Divide a reciprocal-lattice vector into ten equal steps, and no step ends at one third of its length. In a hexagonal crystal the corner K of the Brillouin zone lies at (1/3, 1/3, 0), so a 10 × 10 mesh that starts at the zone centre misses it. The same mesh does contain M, at (1/2, 0, 0), because ten is even. For this SiC cell the difference matters: the lowest empty state lies near K, while the smallest direct gap is at M.

ABINIT 10.8.3, plane-wave Kohn–Sham DFT without spin polarisation or spin–orbit coupling, for hexagonal SiC (P6₃mc, 4 atoms) in one fixed geometry. The self-consistent runs use a 10 × 10 × 5 k mesh and Fermi–Dirac occupations with a width of 0.05 eV; the printed gaps are read along the path Γ–M–K–Γ–A–L–H–A.

```tsv
functional	potentials	wave cutoff	gap on path (eV)	direct gap on path (eV)
LDA	PseudoDojo-NC-SR-LDA-v0.4-stringent	1115.67 eV	2.225	3.997
PBE	JTH-PAW-PBE-v2.0	544.228 eV	2.332	4.095
revPBE	PseudoDojo-NC-SR-PBE-v0.4.1-standard	1115.67 eV	2.389	4.127
RPBE	JTH-PAW-PBE-v2.0	544.228 eV	2.378	4.136
AM05	JTH-PAW-PBE-v2.0	544.228 eV	2.191	3.999
BP86	JTH-PAW-PBE-v2.0	544.228 eV	2.409	4.144
LDA-PZ	JTH-PAW-LDA-v2.0	544.228 eV	2.206	3.989
LDA-Teter	JTH-PAW-LDA-v2.0	544.228 eV	2.210	3.992
OLYP	PseudoDojo-NC-SR-PBE-v0.4.1-standard	1115.67 eV	2.545	4.231
PW91	PseudoDojo-NC-SR-PBE-v0.4.1-standard	1115.67 eV	2.363	4.112
WC	PseudoDojo-NC-SR-PBEsol-v0.4.1-standard	1115.67 eV	2.201	3.991
rPW86PBE	PseudoDojo-NC-SR-PBE-v0.4.1-standard	1115.67 eV	2.606	4.305
```

"Gap on path" is the energy from the highest filled to the lowest empty state along a line of special points that includes K. "Direct gap on path" requires both states to share one k point. Read from the mesh instead, the first gap comes out 0.15 to 0.16 eV too large in every row, whereas the direct gap agrees to within 0.001 eV. The missing point, and not the functional, is therefore at fault.

The size of the error can be estimated from the lattice edge of 3.076 Å alone. The nearest mesh point, (0.3, 0.3, 0), is a tenth of the way from K to the zone centre:

$$\delta = 0.1\times\frac{4\pi}{3\times 3.076\ \text{Å}} = 0.136\ \text{Å}^{-1}$$

A free electron gains $\hbar^2\delta^2/2m \approx 3.8\times 0.136^2 \approx 0.07$ eV over that distance, about half of the computed error. An electron with 0.45 of the free mass would give the whole error. That mass is inferred from the error itself, but the revPBE run offers a test. At the mesh point (0.4, 0.2, 0), twice as far from K, the lowest empty state lies 0.62 eV above the minimum on the path. That is four times the rise at the nearer point, as expected for a parabola centred on K.

Graphene is the simpler example of the same trap. Its filled and empty bands touch at K, and a mesh without K shows a gap that does not exist. In SiC only the empty state sits near K; the gap is real, and the mesh merely makes it too wide. A 12 × 12 mesh contains both K and M for 1.44 times as many in-plane points, before symmetry reduces them. A band path run on the converged density also avoids the error, without a new self-consistent calculation.

The step from LDA to PBE shows what is at stake. With PAW potentials made for LDA and for PBE respectively, PBE opens the gap by 0.13 eV over LDA-PZ, which is less than the mesh error. An LDA-PZ gap read from the mesh would even exceed a PBE gap read from the path. Functionals can be compared only when their gaps are read at the same k points.

The two rows below PBE, revPBE and RPBE, revise it mainly where the density varies steeply compared with its own value. Such regions carry limited weight in a dense covalent solid, which would explain why the gap moves little: RPBE lies 0.05 eV above PBE on the same potentials, although the pressure of the cell rises from 3.2 to 6.1 GPa. AM05, one row further down, takes the opposite course. It weakens the correction at moderate gradients and falls 0.14 eV below PBE, back to the LDA level, where WC is also found.

Gradient terms can act on the gap because they tend to deepen the potential in dense regions relative to dilute ones. The upper filled states of SiC are mainly carbon p states, in dense regions, and the empty states reach further into dilute ones, so the gap opens. No map of the potential is at hand to confirm this. A weak net correction at moderate gradients fits the low gaps of AM05 and WC, but it is no general rule. The exchange in OLYP is built to grow more slowly than that of PBE at small gradients, its correlation part is different too, and its gap is the second widest in the table.

The two PAW rows LDA-PZ and LDA-Teter help to judge the potentials. They differ by only 0.004 eV, so the choice between these two forms of LDA hardly matters. The LDA row at the top uses norm-conserving potentials and a cutoff twice as high, yet its gap differs from that of LDA-PZ by only 0.02 eV. The higher cutoff means about 2.9 times as many plane waves; actual run times are not given. Differences of a few hundredths of an eV between potential sets should not be credited to a functional.

Lower down, OLYP and rPW86PBE make the largest steps, 0.18 and 0.24 eV above PW91 on the same potentials. Those potentials were made for PBE, and how much of each step comes from that mismatch has not been tested. The same caution applies to PW91 itself and to revPBE, RPBE, AM05 and BP86, which also run on PBE potentials, and to WC, whose run warned that its PBEsol potentials do not match the functional. Exchanging one such functional for another on the same potentials, at the same cutoff, leaves the number of plane waves and k points unchanged, so the wider gap is almost free. It is still no evidence of a better description.

The measured gap is roughly 3.3 eV, and the rows fall short of it by 0.7 to 1.1 eV. The main cause is well understood: in these functionals the potential does not jump when an electron is added, and that jump is part of the true gap. The exact shortfall is less certain, because zero-point motion is left out and forces of about 0.75 eV/Å along the c axis remain on the atoms. In the revPBE and PW91 runs the highest filled state at the zone centre is a single level, 0.28 eV above a degenerate pair. The pair is expected on top in the relaxed crystal, so the unrelaxed positions probably decide which state forms the lower edge of the gap. Any row will do to show that the material is not a metal. For a threshold good to 0.1 eV none will, and a hybrid functional or a quasiparticle calculation, at considerably higher cost and on a relaxed cell, is the next step to try.

Output of the analysis:

```
Gaps in eV:
        row  shortfall  mesh_minus_path  direct_minus_indirect
        LDA      1.075           0.1586                  1.772
        PBE      0.968            0.157                  1.763
     revPBE      0.911           0.1552                  1.738
       RPBE      0.922           0.1568                  1.758
       AM05      1.109           0.1601                  1.808
       BP86      0.891           0.1563                  1.735
     LDA-PZ      1.094           0.1592                  1.783
  LDA-Teter       1.09           0.1594                  1.782
       OLYP      0.755           0.1519                  1.686
       PW91      0.937            0.156                  1.749
         WC      1.099           0.1593                   1.79
   rPW86PBE      0.694           0.1524                  1.699
Spread of the indirect gap over all rows (eV): 0.415
Spread of the direct gap over all rows (eV): 0.316
Empty interval between low group and the other rows (eV): 0.107
PBE minus LDA-PZ, each on its own PAW set (eV): 0.126
AM05 minus PBE, same PAW set (eV): -0.141
RPBE minus PBE, same PAW set (eV): 0.046
BP86 minus PBE, same PAW set (eV): 0.077
revPBE minus PW91, same norm-conserving set (eV): 0.026
OLYP minus PW91, same norm-conserving set (eV): 0.182
rPW86PBE minus PW91, same norm-conserving set (eV): 0.243
PW91 minus PBE, different potentials (eV): 0.031
LDA minus LDA-PZ, different potentials (eV): 0.019
Smallest excess of the mesh gap over the path gap (eV): 0.1519
Largest excess of the mesh gap over the path gap (eV): 0.1601
Largest mismatch of the direct gap between mesh and path (eV): 0.000473
LDA-PZ mesh gap minus PBE path gap (eV): 0.03324
Free-electron rise from K to the nearest mesh point (eV): 0.07065
Band mass that would give the mean excess (electron masses): 0.4504
Ratio of plane-wave numbers, high to low cutoff: 2.935
Ratio of in-plane k points, 12 x 12 to 10 x 10, before symmetry: 1.44
```
